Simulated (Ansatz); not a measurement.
Runs of Ansatz 0.2.0 on LiCl. It takes space group Fm-3m (No. 225, cubic). Conventional cell: a = 5.130 Å, b = 5.130 Å, c = 5.130 Å, α = 90.00°, β = 90.00°, γ = 90.00°. Cl (site symmetry m-3m) is surrounded by 6 Li at 2.56 Å. Li (site symmetry m-3m) is surrounded by 6 Cl at 2.56 Å. 

| task | level | cell | k mesh | smearing | atoms under strain | q mesh | points for each segment of the path | gap on the mesh (eV) | pressure (GPa) | relaxed volume (Å³/atom) |
| --- | --- | --- | --- | --- | --- | --- | --- | --- | --- | --- |
| single point | PBE | as given | 9 × 9 × 9 | gaussian 0.029 eV | - | - | - | 6.33 | 0.4 | - |
| relaxation of cell and atoms | revPBE+D3(BJ) | relaxed | 9 × 9 × 9 | fermi-dirac 0.05 eV | - | - | - | 6.96 | 0.0 | (b) |
| Born charges and dielectric tensor | PBEsol | as given | 9 × 9 × 9 | fixed | - | - | - | 6.13 | - | - |
| relaxation of cell and atoms | BLYP+D3(BJ) | relaxed | 9 × 9 × 9 | fermi-dirac 0.05 eV | - | - | - | (a) | 0.0 | 15.52 |
| elastic constants | LDA | as given | 7 × 7 × 7 | fixed | relaxed | - | - | 5.99 | -3.2 | - |
| single point | LDA | as given | 9 × 9 × 9 | gaussian 0.1 eV | - | - | - | 5.99 | -3.2 | - |
| single point | PBE | as given | 9 × 9 × 9 | gaussian 0.03 eV | - | - | - | 6.33 | 0.4 | - |
| phonons | LDA | as given | 7 × 7 × 7 | fixed | - | 2 × 2 × 2 | 8 | 5.99 | - | - |

Alike in all rows: potentials or basis Ansatz PAW; no spin polarisation; cutoff (eV) 420.

Problem. Fill in the values left out.

Solution. (a) 7.00; (b) 15.69.

Caveats: odd divisions of the mesh miss points on the zone boundary, where band edges often lie, so the gap on the mesh can be too wide; the PAW data sets come from PBE, with cores solved anew for the run's functional, which leaves a small shift of forces and pressure (some runs); the plane-wave basis is chosen anew once the cell has moved, so the energies of steps on either side of that aren't comparable (some runs); the cell is more than 3 GPa from zero pressure, which shifts response properties (some runs).

A k mesh can miss the band edges.
